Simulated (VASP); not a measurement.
Crystal: TaC.

```xyz
2
Lattice="0.0000 2.2339 2.2339 2.2339 0.0000 2.2339 2.2339 2.2339 0.0000" Properties=species:S:1:pos:R:3 pbc="T T T"
Ta    0.0000    0.0000    0.0000
C     2.2339    2.2339    2.2339
```

The cell is a database's computed one.

| Property | Result |
| --- | --- |
| Program | VASP 6.6.1 |
| Task | relaxation of cell and atoms |
| Functional | LDA |
| Potentials or basis | VASP PAW LDA potentials, release 64 (Ta_pv, C) |
| Cutoff | 600 eV |
| k mesh | 16 × 16 × 16 |
| Occupations | gaussian, width 0.1 eV |
| Spin | no spin polarisation |

At the start: pressure -10.6 GPa; volume 11.15 Å³/atom.

Question: How do energy, volume and symmetry change on relaxing?

Answer: Over 4 steps the energy falls by 11.9 meV/atom and the volume is 10.80 Å³/atom (-3.1 %); space group Fm-3m (No. 225, to 0.05 Å).

The path:
| step | energy change (eV) | largest force (eV/Å) | pressure (GPa) | volume (Å³) |
| --- | --- | --- | --- | --- |
| 1 | 0.0000 | 0.0000 | -10.63 | 22.30 |
| 2 | 0.1291 | 0.0000 | 32.59 | 19.99 |
| 3 | -0.0237 | 0.0000 | -0.33 | 21.62 |
| 4 | -0.0237 | 0.0000 | -0.03 | 21.60 |

Final structure:
```
CELL_PARAMETERS angstrom
0.00000 2.21047 2.21047
2.21047 0.00000 2.21047
2.21047 2.21047 0.00000
ATOMIC_POSITIONS crystal
Ta 0.00000 0.00000 0.00000
C 0.50000 0.50000 0.50000
```
